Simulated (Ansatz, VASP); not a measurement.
**Two plane-wave programs on TaN**

```
CELL_PARAMETERS angstrom
2.63584 0.00000 0.00000
0.00000 2.63584 0.00000
0.00000 0.00000 2.63584
ATOMIC_POSITIONS crystal
Ta 0.00000 0.00000 0.00000
N 0.50000 0.50000 0.50000
```

Change from the starting cell: volume scaled by 0.88, norm-conserving files.

Alike in both runs: task single point; functional PBE; k mesh 15 × 15 × 15; occupations fermi-dirac, width 0.05 eV; no spin polarisation.

```csv
,VASP,Ansatz
version,VASP 6.6.1,Ansatz 0.2.0
potentials or method,"VASP PAW PBE potentials, release 64 (Ta_pv, N)","norm-conserving pseudopotentials, scalar-relativistic"
plane-wave cutoff (eV),520,1240
valence electrons in the cell,16,32
```

|  | VASP | Ansatz | Ansatz less VASP |
| --- | --- | --- | --- |
| pressure (GPa) | 54.2 | 52.6 | -1.58 |

The functional is the same, so the differences come from potentials, cutoffs and numerics. The two sets of potentials don't hold the same shells in valence.

Caveats: so large a pressure means that the cell lies far from this level's equilibrium, or that cutoff or potentials fall short (VASP). Spin-orbit coupling is left out, which matters for the levels of Ta.
